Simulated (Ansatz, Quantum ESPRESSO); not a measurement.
This is a calculation of CuO for Quantum ESPRESSO 7.5. Atoms were shifted at random by some hundredths of an Å from the given cell, which wasn't relaxed again for these runs. The cell comes from a database or a generator and needn't be the stable form of this composition.

File pw.in:

```
&CONTROL
  calculation = 'scf'
  prefix = 'pwscf'
  outdir = './tmp'
  pseudo_dir = './pseudo'
  tprnfor = .true.
  tstress = .true.
  disk_io = 'nowf'
/
&SYSTEM
  ibrav = 0
  nat = 4
  ntyp = 2
  ecutwfc = 55
  ecutrho = 440
  nbnd = 25
  occupations = 'smearing'
  smearing = 'fd'
  degauss = 0.00367493
/
&ELECTRONS
  conv_thr = 8d-10
  electron_maxstep = 120
  mixing_beta = 0.5
/
ATOMIC_SPECIES
Cu    63.5460 Cu.paw.z_11.ld1.psl.v1.0.0-low.upf
O     15.9990 O.pbe-n-kjpaw_psl.0.1.UPF
CELL_PARAMETERS angstrom
   3.4220509700    0.0000000000    0.0000000000
   0.0000000000    3.4220509700    0.0000000000
   0.0000000000    0.0000000000    4.2604614800
ATOMIC_POSITIONS crystal
Cu     0.0041780000    0.4933590000   -0.0176060000
Cu     0.5052420000   -0.0092820000    0.5076520000
O     -0.0077000000   -0.0038130000    0.2533520000
O     -0.0070720000   -0.0020800000    0.7443550000
K_POINTS automatic
8 8 6 0 0 0
```

Potentials or basis: SSSP 1.3 efficiency PBE.

Launch:

```bash
$ OMP_NUM_THREADS=1 pw.x -in pw.in > pw.out
```

Problem. What does the same run look like in Ansatz 0.2.0? Potentials or basis there: Ansatz PAW (earlier soft set), cutoff 420 eV.

Solution. As run (cutoffs and basis follow the program's own potentials, and thresholds, step limits or extra output files can differ):

The input input.yaml:

```yaml
crystal:
  lattice:
    - [3.42205097, 0.0, 0.0]
    - [0.0, 3.42205097, 0.0]
    - [0.0, 0.0, 4.26046148]
  atoms:
    - { symbol: Cu, position: [0.004178, 0.493359, -0.017606] }
    - { symbol: Cu, position: [0.505242, -0.009282, 0.507652] }
    - { symbol: O, position: [-0.0077, -0.003813, 0.253352] }
    - { symbol: O, position: [-0.007072, -0.00208, 0.744355] }
hamiltonian:
  xc: pbe
  pseudopotentials: { kind: paw, azcp: { folder: soft_1 } }
kpoints:
  mp_grid: { grid: [8, 8, 6] }
scf:
  occupations: { method: fermi_dirac, width: 0.05 }
output:
  forces: true
  stress: true
  eigenvalues: true
```

Potentials or basis: Ansatz PAW soft_1.

Command:

```console
$ ansatz run input.yaml --threads 1 --pin off --max-ram 3584MiB --backend cpu --events-out ev --progress --plain --runs-dir out
```

Both were run:

|  | Quantum ESPRESSO | Ansatz |
| --- | --- | --- |
| Pressure | -2.6 GPa | -2.3 GPa |
| Largest force | 0.725 eV/Å | 0.724 eV/Å |
| Energy over the undisturbed cell | 14.3 meV/atom | 14.2 meV/atom |

Ansatz's pressure holds a Pulay term of +0.36 GPa for its cutoff of 420 eV, which the other run lacks.

The potentials hold 34 and 50 valence electrons a cell.

Where Ansatz's input types no cutoff or centring, it takes its own default and a Γ-centred mesh.

Pressure is positive in compression.
